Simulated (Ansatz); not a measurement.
## GaN under changes of volume

One of the cells (9.735 Å³/atom); the others are scaled copies at fixed shape and fractional positions:

```
CELL_PARAMETERS angstrom
0.00000 2.13524 2.13524
2.13524 0.00000 2.13524
2.13524 2.13524 0.00000
ATOMIC_POSITIONS crystal
Ga 0.00000 0.00000 0.00000
N 0.50000 0.50000 0.50000
```

Measurements of this composition are mostly on another form, of space group No. 186.

```yaml
Program: Ansatz 0.2.0
Functional: LDA
Potentials_or_basis: Ansatz PAW
Cutoff: "420 eV (not typed: the program's choice for these potentials)"
k_mesh: 11 × 11 × 11
Occupations: fermi-dirac, width 0.05 eV
Spin: no spin polarisation
```

```tsv
volume (Å³/atom)	energy over the lowest point (meV/atom)	pressure (GPa)	gap on the mesh (eV)
9.151	0.00	-0.4	0.73
9.346	3.54	-5.4	0.60
9.540	12.85	-9.8	0.47
9.735	27.17	-13.6	0.35
9.930	?	?	?
10.124	68.60	-20.0	0.12
10.319	94.61	-22.6	none
```

What does the run at 9.930 Å³/atom give?

Energy over the lowest point 45.96 meV/atom; pressure -17.0 GPa; gap on the mesh 0.23 eV.

Worked out: A Birch-Murnaghan fit of order 3 (a polynomial in V^(-2/3)) to the other rows has its minimum at 9.14 Å³/atom, just outside them, with B0 = V·E''(V) = 257 GPa and B' = 5.2. It gives 46.02 meV/atom at 9.930 Å³/atom, against the run's 45.96, and -dE/dV = -17.1 GPa, against -17.0.

Energies are extrapolated to zero smearing.

Caveats: the PAW data sets come from PBE, with cores solved anew for the run's functional, which leaves a small shift of forces and pressure; odd divisions of the mesh miss points on the zone boundary, where band edges often lie, so the gap on the mesh can be too wide (some runs).

A mesh can miss the band edges. Spin-orbit coupling on Ga is left out.

A gap of «none» marks a metal or a gap under the smearing width.
